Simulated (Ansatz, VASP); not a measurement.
# AlN (lda) in VASP and in Ansatz

```
Al N
1.0
     3.11300    0.00000    0.00000
    -1.55650    2.69594    0.00000
     0.00000    0.00000    4.98100
Al N
2 2
Direct
  0.33333 0.66667 0.00000
  0.66667 0.33333 0.50000
  0.33333 0.66667 0.38000
  0.66667 0.33333 0.88000
```

Alike in both runs: task relaxation of cell and atoms; functional LDA; k mesh 9 × 9 × 6; occupations gaussian, width 0.02 eV; no spin polarisation.

|  | VASP | Ansatz |
| --- | --- | --- |
| version | VASP 6.6.1 | Ansatz 0.2.0 |
| potentials or method | VASP PAW LDA potentials, release 64 (Al, N) | scalar-relativistic, plane waves, PAW |
| plane-wave cutoff (eV) | 600 | 420 |
| valence electrons in the cell | 16 | 16 |

```csv
,VASP,Ansatz,Ansatz less VASP
"gap on the k mesh at the Fermi level, each at its own relaxed structure (eV)",4.40,4.42,+0.015
relaxed volume (Å³/atom),10.24,10.21,-0.025
relaxed cell length with the largest relative difference (Å),4.947,4.943,-0.0041
energy change over the relaxation (meV/atom),-3,-4,-0.7
```

Caveats: an odd mesh through Γ misses points on the zone boundary, where band edges often lie. LDA usually gives volumes a few per cent too small.
